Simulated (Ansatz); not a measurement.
# KTaO3: a line through a two-coordinate scan

One line of a two-coordinate grid on KTaO₃ (Pm-3m, No. 221; 5 atoms in the cell): volume per atom is varied, at c/a of the conventional cell = 1.000.

Method: DFT PBEsol, scalar-relativistic, plane waves, PAW, in Ansatz 0.2.0.

16 further runs of the same task are left out: 16 set aside as unsound or not needed.

## (1) Starting point

The structure is cubic, space group Pm-3m (No. 221). Conventional cell: a = 3.985 Å, b = 3.985 Å, c = 3.985 Å, α = 90.00°, β = 90.00°, γ = 90.00°. K (site symmetry m-3m) is surrounded by 12 O at 2.82 Å. Ta (site symmetry m-3m) has 6 O at 1.99 Å as nearest neighbours. O (site symmetry 4/mmm) is surrounded by 2 Ta at 1.99 Å and 4 K at 2.82 Å.

As a file:

```cif
data_structure
_symmetry_space_group_name_H-M 'Pm-3m'
_symmetry_Int_Tables_number 221
_cell_length_a 3.9854
_cell_length_b 3.9854
_cell_length_c 3.9854
_cell_angle_alpha 90.000
_cell_angle_beta 90.000
_cell_angle_gamma 90.000
_cell_volume 63.30
loop_
_atom_site_label
_atom_site_type_symbol
_atom_site_symmetry_multiplicity
_atom_site_Wyckoff_symbol
_atom_site_fract_x
_atom_site_fract_y
_atom_site_fract_z
_atom_site_occupancy
K1 K 1 b 0.50000 0.50000 0.50000 1
Ta1 Ta 1 a 0.00000 0.00000 0.00000 1
O1 O 3 d 0.50000 0.00000 0.00000 1
```

This cell was relaxed beforehand with the same method: volume 12.66 Å³/atom, gap on the mesh 2.14 eV.

## (2) The scan

The energy is mapped over volume and the cell's shape.

First coordinate, volume per atom: 7 values from 11.647 to 13.673 Å³. Second coordinate, c/a of the conventional cell: 7 values from 0.886 to 1.128.

Nothing else is relaxed (symmetry fixes all fractional coordinates). Energies count from the relaxed crystal. Points are written as (first, second).

## (3) The run at (11.985 Å³, 1.000)

input.yaml reads:

```yaml
crystal:
  lattice:
    - [3.9132357662, 0.0, 0.0]
    - [0.0, 3.9132357662, 0.0]
    - [0.0, 0.0, 3.9132357662]
  atoms:
    - { symbol: K, position: [0.5, 0.5, 0.5] }
    - { symbol: Ta, position: [0.0, 0.0, 0.0] }
    - { symbol: O, position: [0.5, 0.0, 0.0] }
    - { symbol: O, position: [0.0, 0.5, 0.0] }
    - { symbol: O, position: [0.0, 0.0, 0.5] }
basis:
  ecutwfc: 520.0
kpoints:
  mp_grid: { grid: [8, 8, 8] }
hamiltonian:
  xc: pbesol
  pseudopotentials: { kind: paw }
scf:
  occupations: { method: gaussian, width: 0.05 }
output:
  forces: true
  stress: true
  eigenvalues: true
  write_density: true
  write_potential: true
  elf: true
  volumetric_format: npy
```

Started as:

```bash
$ ansatz run input.yaml --threads 1 --pin off --max-ram 2048MiB --backend cpu --events-out ev --progress --plain --runs-dir out
```

The session goes on with these runs: the other points of the line.

Before running it: what results should come out? Wanted: for each run, volume per atom; energy; slope; pressure.

The runs gave:

| volume per atom (Å³) | step | energy (meV/atom) | slope (meV/atom per Å³) | pressure (GPa) | band gap on the k-mesh (eV) |
| --- | --- | --- | --- | --- | --- |
| 11.647 | – | 60 | −127 | 20.3 | 2.30 |
| 11.985 | 3 | 25 | −78 | 12.5 | 2.25 |
| 12.322 | 4 | 6 | −36 | 5.8 | 2.19 |
| 12.660 | – | 0 | 0 | 0.0 | 2.14 |
| 12.998 | 5 | 5 | 31 | −5.0 | 2.08 |
| 13.335 | 6 | 21 | 59 | −9.4 | 2.02 |
| 13.673 | 7 | 45 | 82 | −13.1 | 1.97 |

Energies count from the relaxed crystal. Rows without a step come from runs not printed here or follow by symmetry. Slopes come from the forces (and the stress, where the cell changes), not from differences of energies.

In words: Along the line the energy is lowest at 12.660 Å³, 0 meV/atom from the zero. A fit to energies and slopes at the lowest point and its two neighbours puts the minimum at 12.6600 Å³, with a curvature of about 100 meV/atom per (Å³)². V·d²E/dV² there is about 200 GPa, a bulk modulus under this line's constraint. The highest point computed, at 11.647 Å³, lies 60 meV/atom above the lowest. This is one cut through a surface in two coordinates; it holds the lowest point sampled, which need not be a minimum. These runs have no spin-orbit coupling; with Ta it would split and shift bands.

The gaps are Kohn-Sham values of a semilocal functional, not quasiparticle or optical gaps. Such gaps usually fall short of the measured ones.
